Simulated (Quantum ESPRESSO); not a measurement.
# BN (Fmm2) in Quantum ESPRESSO: single point with PBE

Aim: the single point of BN with PBE.

Program: Quantum ESPRESSO 7.5. These are calculated values, not measurements. Logs are shortened: lines on timing, memory, paths and dates and some standing lists are left out, and cuts for length are marked.

**1. Starting point**

It takes space group Fmm2 (No. 42, orthorhombic). The conventional cell has a = 2.503 Å, b = 6.991 Å, c = 4.332 Å, α = 90.00°, β = 90.00°, γ = 90.00°. Around N (site symmetry mm2) lie 3 B at 1.44 Å. B (site symmetry mm2) has 3 N at 1.44 Å as nearest neighbours.

Measurements of this composition are mostly on another form, of space group No. 194.

**2. Single point, PBE**

Contents of pw.in:

```
&CONTROL
  calculation = 'scf'
  prefix = 'pwscf'
  outdir = './tmp'
  pseudo_dir = './pseudo'
  tprnfor = .true.
  tstress = .true.
  disk_io = 'nowf'
/
&SYSTEM
  ibrav = 0
  nat = 2
  ntyp = 2
  ecutwfc = 88
  nbnd = 9
  occupations = 'smearing'
  smearing = 'fd'
  degauss = 0.00367493
/
&ELECTRONS
  conv_thr = 4d-10
  electron_maxstep = 120
  mixing_beta = 0.5
/
ATOMIC_SPECIES
N     14.0070 N_ONCV_PBE-1.2.upf
B     10.8100 B_ONCV_PBE-1.2.upf
CELL_PARAMETERS angstrom
   0.0000000000    3.4953158300    2.1660912400
   1.2516321000    0.0000000000    2.1660912400
   1.2516321000    3.4953158300    0.0000000000
ATOMIC_POSITIONS crystal
N      0.6666513400    0.6666513400    0.3333486600
B      0.0000486500    0.0000486500    0.9999513500
K_POINTS automatic
8 8 8 0 0 0
```

Potentials or basis: SG15 PBE 1.2.

The run is started by

```bash
$ OMP_NUM_THREADS=1 mpirun -n 4 pw.x -nk 4 -in pw.in > pw.out
```

pw.out:

```text
This program is part of the open-source Quantum ESPRESSO suite
     for quantum simulation of materials; please cite
[... 6 lines left out ...]
     using ibrav=0 with symmetry is DISCOURAGED, use correct ibrav instead

     K-points division:     npool     =       4
     Subspace diagonalization in iterative solution of the eigenvalue problem:
     a serial algorithm will be used

     G-vector sticks info
     --------------------
     sticks:   dense  smooth     PW     G-vecs:    dense   smooth      PW
     Sum         919     919    309                14277    14277    2725

     Using Slab Decomposition

     bravais-lattice index     =            0
     lattice parameter (alat)  =       7.7707  a.u.
     unit-cell volume          =     127.8988 (a.u.)^3
     number of atoms/cell      =            2
     number of atomic types    =            2
     number of electrons       =         8.00
     number of Kohn-Sham states=            9
     kinetic-energy cutoff     =      88.0000  Ry
     charge density cutoff     =     352.0000  Ry
     scf convergence threshold =      4.0E-10
     mixing beta               =       0.5000
     number of iterations used =            8  plain     mixing
     Exchange-correlation= PBE
                           (   1   4   3   4   0   0   0)

     celldm(1)=   7.770701  celldm(2)=   0.000000  celldm(3)=   0.000000
     celldm(4)=   0.000000  celldm(5)=   0.000000  celldm(6)=   0.000000

     crystal axes: (cart. coord. in units of alat)
               a(1) = (   0.000000   0.850012   0.526763 )
               a(2) = (   0.304379   0.000000   0.526763 )
               a(3) = (   0.304379   0.850012   0.000000 )

     reciprocal axes: (cart. coord. in units 2 pi/alat)
               b(1) = ( -1.642686  0.588227  0.949193 )
               b(2) = (  1.642686 -0.588227  0.949193 )
               b(3) = (  1.642686  0.588227 -0.949193 )

     PseudoPot. # 1 for N  read from file:
     N_ONCV_PBE-1.2.upf
     Pseudo is Norm-conserving, Zval =  5.0
     Generated using ONCVPSP code by D. R. Hamann
     Using radial grid of  602 points,  4 beta functions with:
                l(1) =   0
                l(2) =   0
                l(3) =   1
                l(4) =   1

     PseudoPot. # 2 for B  read from file:
     B_ONCV_PBE-1.2.upf
     Pseudo is Norm-conserving, Zval =  3.0
     Generated using ONCVPSP code by D. R. Hamann
     Using radial grid of  602 points,  4 beta functions with:
                l(1) =   0
                l(2) =   0
                l(3) =   1
                l(4) =   1

     atomic species   valence    mass     pseudopotential
     N                 5.00    14.00700     N ( 1.00)
     B                 3.00    10.81000     B ( 1.00)

      4 Sym. Ops. (no inversion) found

   Cartesian axes

     site n.     atom                  positions (alat units)
         1        N      tau(   1) = (   0.3043795   0.8500121   0.7023348  )
         2        B      tau(   2) = (   0.3043795   0.8500121   0.0000513  )

     number of k points=    95  Fermi-Dirac smearing, width (Ry)=  0.0037
                       cart. coord. in units 2pi/alat
        k(    1) = (   0.0000000   0.0000000   0.0000000), wk =   0.0039062
        k(    2) = (   0.2053358   0.0735284  -0.1186491), wk =   0.0312500
        k(    3) = (   0.4106716   0.1470567  -0.2372983), wk =   0.0312500
        k(    4) = (   0.6160074   0.2205851  -0.3559474), wk =   0.0312500
        k(    5) = (  -0.8213432  -0.2941135   0.4745966), wk =   0.0156250
        k(    6) = (   0.4106716   0.0000000   0.0000000), wk =   0.0078125
[... 87 lines left out ...]
        k(   94) = (   1.2320147  -0.5882269   0.0000000), wk =   0.0078125
        k(   95) = (   0.0000000   0.0000000  -0.9491931), wk =   0.0039062

     Dense  grid:    14277 G-vectors     FFT dimensions: (  48,  30,  45)

     Initial potential from superposition of free atoms

     starting charge       7.9803, renormalised to       8.0000
     Starting wfcs are random

     Self-consistent Calculation

     iteration #  1     ecut=    88.00 Ry     beta= 0.50
     Davidson diagonalization with overlap
     ethr =  1.00E-02,  avg # of iterations =  9.1

     total energy              =     -25.69470258 Ry
     estimated scf accuracy    <       0.34746994 Ry

     iteration #  2     ecut=    88.00 Ry     beta= 0.50
     Davidson diagonalization with overlap
     ethr =  4.34E-03,  avg # of iterations =  1.3

     total energy              =     -25.75798662 Ry
     estimated scf accuracy    <       0.02718065 Ry

     iteration #  3     ecut=    88.00 Ry     beta= 0.50
     Davidson diagonalization with overlap
     ethr =  3.40E-04,  avg # of iterations =  1.9

     total energy              =     -25.76065756 Ry
     estimated scf accuracy    <       0.00365479 Ry

     iteration #  4     ecut=    88.00 Ry     beta= 0.50
     Davidson diagonalization with overlap
     ethr =  4.57E-05,  avg # of iterations =  3.1

     total energy              =     -25.76102520 Ry
     estimated scf accuracy    <       0.00013382 Ry

     iteration #  5     ecut=    88.00 Ry     beta= 0.50
     Davidson diagonalization with overlap
     ethr =  1.67E-06,  avg # of iterations =  3.9

     total energy              =     -25.76104440 Ry
     estimated scf accuracy    <       0.00001347 Ry

     iteration #  6     ecut=    88.00 Ry     beta= 0.50
     Davidson diagonalization with overlap
     ethr =  1.68E-07,  avg # of iterations =  1.1

     total energy              =     -25.76104646 Ry
     estimated scf accuracy    <       0.00000011 Ry

     iteration #  7     ecut=    88.00 Ry     beta= 0.50
     Davidson diagonalization with overlap
     ethr =  1.39E-09,  avg # of iterations =  3.0

     total energy              =     -25.76104655 Ry
     estimated scf accuracy    <       0.00000004 Ry

     iteration #  8     ecut=    88.00 Ry     beta= 0.50
     Davidson diagonalization with overlap
     ethr =  4.89E-10,  avg # of iterations =  1.0

     total energy              =     -25.76104655 Ry
     estimated scf accuracy    <          1.7E-09 Ry

     iteration #  9     ecut=    88.00 Ry     beta= 0.50
     Davidson diagonalization with overlap
     ethr =  2.07E-11,  avg # of iterations =  2.2

     End of self-consistent calculation

          k = 0.0000 0.0000 0.0000 (  1765 PWs)   bands (ev):

   -13.5232  -0.1740   2.8529   2.8598   9.2165  15.8243  15.8831  17.2368
    18.7646

          k = 0.2053 0.0735-0.1186 (  1775 PWs)   bands (ev):

   -13.2144   0.1305   1.6709   2.3060   9.8912  15.7223  16.2087  17.1312
    19.6952

          k = 0.4107 0.1471-0.2373 (  1778 PWs)   bands (ev):

   -12.3335  -0.8915   1.0426   1.2237  11.4375  13.8105  15.5425  20.3037
    21.5928

          k = 0.6160 0.2206-0.3559 (  1777 PWs)   bands (ev):

   -11.0992  -3.4503   0.3528   2.3962  10.4111  13.8027  16.0580  21.5888
    23.7634

          k =-0.8213-0.2941 0.4746 (  1792 PWs)   bands (ev):

   -10.3419  -4.6915   0.0338   3.2954   8.9718  14.2003  17.6608  19.9345
    24.0441

          k = 0.4107 0.0000 0.0000 (  1785 PWs)   bands (ev):

   -12.6367   0.0520   0.9363   1.2502  10.7003  14.3837  16.2073  18.2710
    21.6614

          k = 0.6160 0.0735-0.1186 (  1787 PWs)   bands (ev):

   -11.5650  -2.2451   0.0053   2.1943  11.6129  12.6761  16.5858  20.4162
    21.1575

          k = 0.8213 0.1471-0.2373 (  1787 PWs)   bands (ev):

   -10.4260  -4.1833  -0.6790   3.3977   9.3796  14.7591  17.0042  19.5742
    22.8950

          k =-0.6160-0.3676 0.5932 (  1783 PWs)   bands (ev):

   -10.3904  -4.2003  -0.6862   3.0547   9.4653  15.4415  17.6074  19.7756
    22.6008

          k =-0.4107-0.2941 0.4746 (  1789 PWs)   bands (ev):

   -11.5003  -2.2670  -0.0129   1.5804  11.4495  14.7987  16.5794  19.9890
    22.2349

          k =-0.2053-0.2206 0.3559 (  1783 PWs)   bands (ev):

   -12.5835   0.0063   0.4470   1.2383  11.6617  14.9063  16.1445  18.3089
    21.2709

          k = 0.0000-0.1471 0.2373 (  1781 PWs)   bands (ev):

   -13.1943  -0.0725   1.6590   2.3073  10.3088  15.6582  16.4023  17.1608
    19.5866

          k = 0.8213 0.0000 0.0000 (  1797 PWs)   bands (ev):

   -10.5051  -3.3998  -1.6473   3.5056   9.8492  14.5781  18.0263  18.9288
    20.4865

          k = 1.0267 0.0735-0.1186 (  1787 PWs)   bands (ev):

    -9.8684  -4.0154  -2.3299   3.9475   8.8701  16.5308  17.4162  19.5693
    22.7284
[... 338 lines left out ...]
   -10.3742  -4.2031  -0.7212   2.8507   9.7253  15.4024  18.6576  19.2356
    23.8043

          k =-0.8213-0.1471 0.9492 (  1792 PWs)   bands (ev):

   -10.4344  -3.4086  -1.7261   2.7783  10.1115  16.9068  18.3696  19.1376
    22.5948

          k =-0.6160-0.0735 0.8305 (  1793 PWs)   bands (ev):

    -9.8799  -4.0157  -2.4084   4.0190   9.2193  16.6739  18.3183  18.8447
    22.5879

          k =-0.4107 0.0000 0.7119 (  1791 PWs)   bands (ev):

   -10.5089  -3.4421  -1.6956   3.5717  10.3143  14.5623  18.1924  19.5550
    20.2103

          k = 0.0000 0.0000 0.7119 (  1782 PWs)   bands (ev):

   -11.1373  -3.5281   0.3584   2.8312  11.4746  12.8525  15.6377  20.1927
    24.0876

          k =-0.4107-0.1471 0.9492 (  1797 PWs)   bands (ev):

    -9.8948  -4.0656  -2.3617   4.2346   9.3571  16.5932  17.3942  19.2860
    20.8458

          k =-0.2053-0.0735 0.8305 (  1786 PWs)   bands (ev):

   -10.4459  -4.2674  -0.6867   3.6531  10.2581  14.5020  16.7221  19.1341
    21.2480

          k =-1.6427 0.4412 0.0000 (  1780 PWs)   bands (ev):

   -10.3702  -4.7545   0.0336   3.6339   9.7279  13.9418  17.1167  18.2263
    24.1610

          k =-1.6427 0.0000 0.7119 (  1750 PWs)   bands (ev):

   -13.0321  -1.3826   1.6974   2.2839  13.7059  15.4385  17.0733  17.3355
    19.2202

          k = 0.0000-0.5882 0.0000 (  1756 PWs)   bands (ev):

   -13.3273  -1.8009   2.8365   2.8606  13.8598  15.7797  15.8472  16.2436
    19.9712

          k = 0.4107-0.5882-0.0000 (  1772 PWs)   bands (ev):

   -12.4641  -0.5624   0.0373   1.2240  13.2581  16.0016  17.0997  18.7894
    19.9835

          k = 0.8213-0.5882 0.0000 (  1796 PWs)   bands (ev):

   -10.4222  -3.4085  -1.7392   2.6554  10.2034  17.5068  18.4525  18.7505
    22.9646

          k = 1.2320-0.5882 0.0000 (  1784 PWs)   bands (ev):

    -9.9047  -4.0856  -2.3553   4.3264   9.5298  16.4819  17.7899  18.5027
    20.4363

          k = 0.0000 0.0000-0.9492 (  1792 PWs)   bands (ev):

   -10.3848  -4.7806   0.0393   3.7820  10.1046  13.7896  16.5791  18.0513
    23.7945

     the Fermi energy is     5.6560 ev

!    total energy              =     -25.76104655 Ry
     estimated scf accuracy    <          1.0E-10 Ry
     smearing contrib. (-TS)   =      -0.00000000 Ry
     internal energy E=F+TS    =     -25.76104655 Ry

     The total energy is F=E-TS. E is the sum of the following terms:
     one-electron contribution =     -10.20157100 Ry
     hartree contribution      =       9.04466396 Ry
     xc contribution           =      -7.38459919 Ry
     ewald contribution        =     -17.21954033 Ry

     convergence has been achieved in   9 iterations

     Forces acting on atoms (cartesian axes, Ry/au):

     atom    1 type  1   force =     0.00000000   -0.00000000   -0.00035526
     atom    2 type  2   force =    -0.00000000    0.00000000    0.00035526

     Total force =     0.000502     Total SCF correction =     0.000000

     Computing stress (Cartesian axis) and pressure

          total   stress  (Ry/bohr**3)                   (kbar)     P=       19.12
   0.00013476  -0.00000000   0.00000000           19.82       -0.00        0.00
  -0.00000000   0.00011709   0.00000000           -0.00       17.23        0.00
  -0.00000000   0.00000000   0.00013807           -0.00        0.00       20.31

=------------------------------------------------------------------------------=
   JOB DONE.
=------------------------------------------------------------------------------=
```

Wall time 18 s (4 MPI ranks of AMD EPYC (Zen 3), shared host); peak memory 0.28 GiB.

What came out:

| Item | Value |
| --- | --- |
| Free energy | -350.4969 eV |
| Pressure | 1.9 GPa |
| Largest force | 0.009 eV/Å |
| Band gap on the k mesh | 3.86 eV, indirect (least direct gap 4.83 eV) |

Forces on the atoms (eV/Å):
```
N    0.000  0.000 -0.009
B    0.000  0.000  0.009
```

Levels at points of the mesh, in eV from the valence-band top:
```csv
k point,band 1,band 2,band 3,band 4,band 5,band 6,band 7,band 8
"(0.00, 0.00, 0.00)",-17.85,-4.50,-1.47,-1.47,4.89,11.50,11.56,12.91
"(0.00, 0.00, -0.50)",-14.67,-9.02,-4.29,-1.03,4.65,9.87,13.33,15.61
"(0.00, -0.50, -0.50)",-14.61,-8.92,-4.33,-1.47,3.86,9.95,14.48,18.47
"(-0.50, 0.00, -0.50)",-17.65,-6.13,-1.49,-1.47,9.53,11.45,11.52,11.92
"(-0.50, -0.50, 0.00)",-14.71,-9.11,-4.29,-0.54,5.78,9.46,12.25,13.72
```
